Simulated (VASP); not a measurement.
# C in VASP: further runs

Runs on C. Level: PBE. Tasks: single point.

All numbers are computed with VASP 6.6.1; they aren't measurements. Logs are shortened: lines on timing, memory, paths and dates and some standing lists are left out, and cuts for length are marked.

## Step 1: Starting point

The cell holds a sheet with vacuum, 2 atoms: a = 2.460 Å, b = 2.460 Å, c = 16.000 Å, α = 90.00°, β = 90.00°, γ = 120.00°.

The cell was built by a generator and needn't be a form met in nature.

## Step 2: Single point, PBE

File INCAR:

```
SYSTEM = C
PREC     = Accurate       ! precision mode
ENCUT    = 520            ! plane-wave cutoff, eV
EDIFF    = 1E-6           ! SCF threshold, eV
ISMEAR   = 0              ! smearing method
SIGMA    = 0.02           ! smearing width, eV
LREAL    = .False.        ! projectors in reciprocal space
LASPH    = .True.         ! aspherical terms in the spheres
NELM     = 60             ! most SCF steps
ALGO     = Normal         ! electronic algorithm
ISIF     = 2              ! what is computed and relaxed
LWAVE    = .False.        ! write WAVECAR
LCHARG   = .True.         ! write CHGCAR
LDIPOL   = .True.       
IDIPOL   = 3            
DIPOL    = 0.5 0.5 0.500
GGA      = PE             ! functional
LELF     = .True.         ! ELF
LVHAR    = .True.       
LVACPOTAV= .True.       
NBANDS   = 11             ! bands
```

File KPOINTS:

```
regular mesh
0
Gamma
  36 36 1
  0 0 0
```

File POSCAR:

```
C
1.0
    2.4600000000      0.0000000000      0.0000000000
   -1.2300000000      2.1304224933      0.0000000000
    0.0000000000      0.0000000000     16.0000000000
C
2
Direct
    0.0000000000      0.0000000000      0.5000000000
    0.3333333333      0.6666666667      0.5000000000
```

Potentials or basis: VASP PAW PBE potentials, release 64 (C).

Launch:

```console
$ cat potpaw_PBE.64/C/POTCAR > POTCAR
$ mpirun -np 1 vasp_std > vasp.out
```

OUTCAR:

```text
SYSTEM = C
   PREC = Accurate
   ENCUT = 520
   EDIFF = 1E-6
   ISMEAR = 0
   LREAL = .False.
   LASPH = .True.
   NELM = 60
   ISIF = 2
   GGA = PE

 ion  position               nearest neighbor table
   1  0.000  0.000  0.500-   2 1.42   2 1.42   2 1.42
   2  0.333  0.667  0.500-   1 1.42   1 1.42   1 1.42

  LATTYP: Found a hexagonal cell.
 ALAT       =     2.4600000000
 C/A-ratio  =     6.5040650407

  Lattice vectors:

 A1 = (   2.4600000000,   0.0000000000,   0.0000000000)
 A2 = (  -1.2300000000,   2.1304224933,   0.0000000000)
 A3 = (   0.0000000000,   0.0000000000,  16.0000000000)

Analysis of symmetry for initial positions (statically):
=====================================================================
 Subroutine PRICEL returns:
 Original cell was already a primitive cell.

 Routine SETGRP: Setting up the symmetry group for a
 hexagonal supercell.

 Subroutine GETGRP returns: Found 24 space group operations
 (whereof 12 operations were pure point group operations)
 out of a pool of 24 trial point group operations.

The static configuration has the point symmetry D_3h.
 The point group associated with its full space group is D_6h.

Analysis of symmetry for dynamics (positions and initial velocities):
=====================================================================
 Subroutine PRICEL returns:
 Original cell was already a primitive cell.

 Routine SETGRP: Setting up the symmetry group for a
 hexagonal supercell.

 Subroutine GETGRP returns: Found 24 space group operations
 (whereof 12 operations were pure point group operations)
 out of a pool of 24 trial point group operations.

The dynamic configuration has the point symmetry D_3h.
 The point group associated with its full space group is D_6h.

 Subroutine INISYM returns: Found 24 space group operations
 (whereof 12 operations are pure point group operations),
 and found     1 'primitive' translations

----------------------------------------------------------------------------------------

                                     Primitive cell

  volume of cell :      83.8534

  direct lattice vectors                    reciprocal lattice vectors
     2.460000000  0.000000000  0.000000000     0.406504065  0.234695231  0.000000000
    -1.230000000  2.130422493  0.000000000     0.000000000  0.469390463  0.000000000
[... 90 lines left out ...]
   NFREE  =      0    steps in history (QN), initial steepest desc. (CG)
   ISIF   =      2    stress and relaxation
   ISYM   =      2    0-nonsym 1-usesym 2-fastsym
   POTIM  = 0.5000    time-step for ionic-motion
   TEBEG  =    0.0;   TEEND  =   0.0 temperature during run
   PSTRESS=    0.0 pullay stress
   NELECT =       8.0000    total number of electrons
   NUPDOWN=      -1.0000    fix difference up-down
   EMIN   =  10.00;   EMAX   =-10.00  energy-range for DOS
   EFERMI =   0.00;   METHOD = LEGACY
   ISMEAR =     0;   SIGMA  =   0.02  broadening in eV -4-tet -1-fermi 0-gaus
   EFERMI_NEDOS =   21; number of points for ismear=-14 and -15
   IALGO  =     38    algorithm
   IMIX   =      4    mixing-type and parameters
     AMIX     =   0.40;   BMIX     =  1.00
     AMIX_MAG =   1.60;   BMIX_MAG =  1.00
  volume/ion in A,a.u.               =      41.93       282.94
  Fermi-wavevector in a.u.,A,eV,Ry     =   0.748051  1.413611  7.613552  0.559580
  Thomas-Fermi vector in A             =   1.844249
   LORBIT       =      0    0 simple, 1 ext, 2 COOP (PROOUT), +10 PAW based schemes
   GGA     = PE    functional components
   LHFCALC =     F    Hartree Fock is set to
   AEXX    =    0.0000 exact exchange contribution
   IVDW    =     0    specifies the selected vdW correction
   LEPSILON=     F    determine dielectric tensor
   LRPA    =     F    only Hartree local field effects (RPA)
 non-spin polarized calculation
 Gauss-broadening in eV      SIGMA  =   0.02
  energy-cutoff  :      520.00
  volume of cell :       83.85
 maximum number of plane-waves:      2302
   NGX =  9   NGY =  9   NGZ = 59

 dipolmoment           0.000000      0.000000      0.000000 electrons x Angstroem

 number of electron       7.9999997 magnetization

 dipolmoment           0.000000      0.000000     -0.000000 electrons x Angstroem

 Free energy of the ion-electron system (eV)
  ---------------------------------------------------
  ext. energy  EPLUGINS =         0.00000000
  ---------------------------------------------------
  free energy    TOTEN  =       -18.45020439 eV

  energy without entropy =      -18.45016957  energy(sigma->0) =      -18.45018698

 E-fermi :  -2.3416     XC(G=0):  -2.6995

 val. band max:       -2.3415662116   @ k =   0.3333   0.3333   0.0000
 cond. band min:      -2.3415662098   @ k =   0.3333   0.3333   0.0000
 fundamental gap:      0.0000000018
 Fermi energy:        -2.3415662104

 k-point     1 :       0.0000    0.0000    0.0000
  band No.  band energies     occupation
      1     -21.9228      2.00000
      2     -10.0080      2.00000
      3      -5.3849      2.00000
      4      -5.3849      2.00000
      5       0.8901      0.00000
      6       1.7596      0.00000
      7       2.2300      0.00000
      8       3.8593      0.00000
      9       4.5213      0.00000
     10       6.0115      0.00000
     11       6.0115      0.00000
[... 309 lines left out ...]
 k-point    24 :       0.1389    0.0278    0.0000
  band No.  band energies     occupation
      1     -21.3565      2.00000
      2      -9.3333      2.00000
      3      -7.3822      2.00000
      4      -6.4236      2.00000
      5       1.6612      0.00000
      6       2.5373      0.00000
      7       3.0171      0.00000
      8       4.6338      0.00000
      9       5.2835      0.00000
     10       6.1353      0.00000
     11       7.3438      0.00000

 [... further k-points ...]
[... 5 lines left out ...]
  --------------------------------------------------------------------------------------
  -------------------------------------------------------------------------------------
  Total        0.4379556      0.4379556     -0.0107168      0.0000000      0.0000000     -0.0000000
  in kB        8.3679653      8.3679653     -0.2047653      0.0000000      0.0000000     -0.0000000
  external PRESSURE =       5.5103884 kB  Pullay stress =       0.0000000 kB

 VOLUME and BASIS-vectors are now :
 -----------------------------------------------------------------------------
  energy-cutoff  :      520.00
  volume of cell :       83.85
      direct lattice vectors                 reciprocal lattice vectors
     2.460000000  0.000000000  0.000000000     0.406504065  0.234695231  0.000000000
    -1.230000000  2.130422493  0.000000000     0.000000000  0.469390463  0.000000000
     0.000000000  0.000000000 16.000000000     0.000000000  0.000000000  0.062500000

 POSITION                                       TOTAL-FORCE (eV/Angst)
 -----------------------------------------------------------------------------------
      0.00000      0.00000      8.00000         0.000000      0.000000      0.000000
     -0.00000      1.42028      8.00000        -0.000000      0.000000      0.000000
 -----------------------------------------------------------------------------------
    total drift:                                0.000000     -0.000000     -0.000000

  FREE ENERGIE OF THE ION-ELECTRON SYSTEM (eV)
  ---------------------------------------------------
  free  energy   TOTEN  =       -18.4502043921 eV

  energy  without entropy=      -18.4501695656  energy(sigma->0) =      -18.45018698

 vacuum level on the upper side and lower side of the slab         1.882         1.882
```

OSZICAR:

```text
N       E                     dE             d eps       ncg     rms          rms(c)
DAV:   1     0.498892553544E+02    0.49889E+02   -0.33498E+03  2810   0.535E+02
DAV:   2    -0.150158563909E+02   -0.64905E+02   -0.56597E+02  3762   0.126E+02
DAV:   3    -0.196929882948E+02   -0.46771E+01   -0.46593E+01  3805   0.397E+01
DAV:   4    -0.197509868131E+02   -0.57999E-01   -0.57964E-01  3916   0.501E+00
DAV:   5    -0.197516426760E+02   -0.65586E-03   -0.65579E-03  4147   0.446E-01    0.637E+00
DAV:   6    -0.188174415728E+02    0.93420E+00   -0.80757E-01  3467   0.500E+00    0.375E+00
DAV:   7    -0.184584830410E+02    0.35896E+00   -0.11220E+00  3473   0.582E+00    0.982E-01
DAV:   8    -0.184518462640E+02    0.66368E-02   -0.24178E-02  3467   0.951E-01    0.113E-01
DAV:   9    -0.184508662891E+02    0.97997E-03   -0.77157E-04  3663   0.159E-01    0.807E-02
DAV:  10    -0.184488348306E+02    0.20315E-02   -0.34228E-03  3167   0.224E-01    0.645E-02
DAV:  11    -0.184491795889E+02   -0.34476E-03   -0.15122E-04  3143   0.627E-02    0.516E-02
DAV:  12    -0.184494140116E+02   -0.23442E-03   -0.11055E-04  2903   0.545E-02    0.242E-02
DAV:  13    -0.184497975746E+02   -0.38356E-03   -0.38340E-05  3141   0.224E-02    0.967E-03
DAV:  14    -0.184500659447E+02   -0.26837E-03   -0.47467E-05  3076   0.201E-02    0.826E-03
DAV:  15    -0.184501894244E+02   -0.12348E-03   -0.13429E-05  3095   0.117E-02    0.382E-03
DAV:  16    -0.184501950927E+02   -0.56682E-05   -0.19287E-07  3511   0.255E-03    0.231E-03
DAV:  17    -0.184502040538E+02   -0.89612E-05   -0.28404E-07  2878   0.219E-03    0.337E-04
DAV:  18    -0.184502043921E+02   -0.33830E-06   -0.52624E-09  3305   0.397E-04
   1 F= -.18450204E+02 E0= -.18450187E+02  d E =-.348265E-04
```

stdout:

```text
POSCAR found type information on POSCAR C
 POSCAR found :  1 types and       2 ions
 scaLAPACK will be used
 LDA part: xc-table for (Slater+PW92), standard interpolation
 POSCAR, INCAR and KPOINTS ok, starting setup
 FFT: planning ... GRIDC
 FFT: planning ... GRID_SOFT
 FFT: planning ... GRID
 WAVECAR not read
 entering main loop
 -----------------------------------------------------------------------------
|                                                                             |
|           W    W    AA    RRRRR   N    N  II  N    N   GGGG   !!!           |
|           W    W   A  A   R    R  NN   N  II  NN   N  G    G  !!!           |
|           W    W  A    A  R    R  N N  N  II  N N  N  G       !!!           |
|           W WW W  AAAAAA  RRRRR   N  N N  II  N  N N  G  GGG   !            |
|           WW  WW  A    A  R   R   N   NN  II  N   NN  G    G                |
|           W    W  A    A  R    R  N    N  II  N    N   GGGG   !!!           |
|                                                                             |
|     Did not find any points to average over, which means that no vacuum     |
|     field-free region was found. Please increase the size of  your cell     |
|     in the dimension of the dipole correction to obtain accurate            |
|     workfunction values.                                                    |
|                                                                             |
 -----------------------------------------------------------------------------
```

Run time: 82 s. Hardware: 1 thread of Intel Xeon Platinum 8488C (Sapphire Rapids), shared host; peak memory 0.23 GiB.

What came out:

```yaml
Free_energy: -18.4502 eV
Band_gap_on_the_k_mesh: none (metal or under the smearing width)
Work_function_of_the_upper_face: 4.22 eV
Work_function_of_the_lower_face: 4.22 eV
```

## Step 3: Single point, PBE

This run uses another cell than the first one: it holds 4 atoms, not 2.

File INCAR:

```
SYSTEM = C
  PREC = Accurate
  ENCUT = 520
  EDIFF = 1E-7
  ISMEAR = 0
  SIGMA = 0.02
  LREAL = .FALSE.
  LASPH = .TRUE.
  NELM = 60
  ALGO = Fast
  ISIF = 2
  LWAVE = .FALSE.
  LCHARG = .FALSE.
  LDIPOL = .TRUE.
  IDIPOL = 3
  DIPOL = 0.5 0.5 0.500
  GGA = PE
  NBANDS = 16
```

File KPOINTS:

```
regular mesh
0
G
  36 36 1
  0 0 0
```

File POSCAR:

```
C
1.0
    2.4600000000      0.0000000000      0.0000000000
   -1.2300000000      2.1304224933      0.0000000000
    0.0000000000      0.0000000000     19.3500000000
C
4
Direct
    0.0000000000      0.0000000000      0.4134366925
    0.3333333333      0.6666666667      0.4134366925
    0.3333333333      0.6666666667      0.5865633075
    0.6666666667      0.3333333333      0.5865633075
```

Potentials or basis: VASP PAW PBE potentials, release 64 (C).

Launch:

```console
$ cat potpaw_PBE.64/C/POTCAR > POTCAR
$ mpirun -np 1 vasp_std > vasp.out
```

Wall time 2.9 min (1 thread of Intel Xeon Platinum 8488C (Sapphire Rapids), shared host); peak memory 0.29 GiB.

The run converged. Its results:

* Free energy: -36.8721 eV
* Largest force: 0.066 eV/Å
* Band gap on the k mesh: none (metal or under the smearing width)

Forces on the atoms (eV/Å):
```
C    0.000  0.000 -0.066
C    0.000  0.000 -0.052
C    0.000  0.000  0.052
C    0.000  0.000  0.066
```

Levels at points of the mesh, in eV from the Fermi level:
```tsv
k point	band 5	band 6	band 7	band 8	band 9	band 10	band 11	band 12
(0.00, 0.00, 0.00)	-3.03	-3.03	-3.02	-3.02	3.41	3.81	4.61	6.28
(0.50, 0.00, 0.00)	-6.44	-6.41	-2.57	-2.21	1.54	1.90	7.35	7.55
```
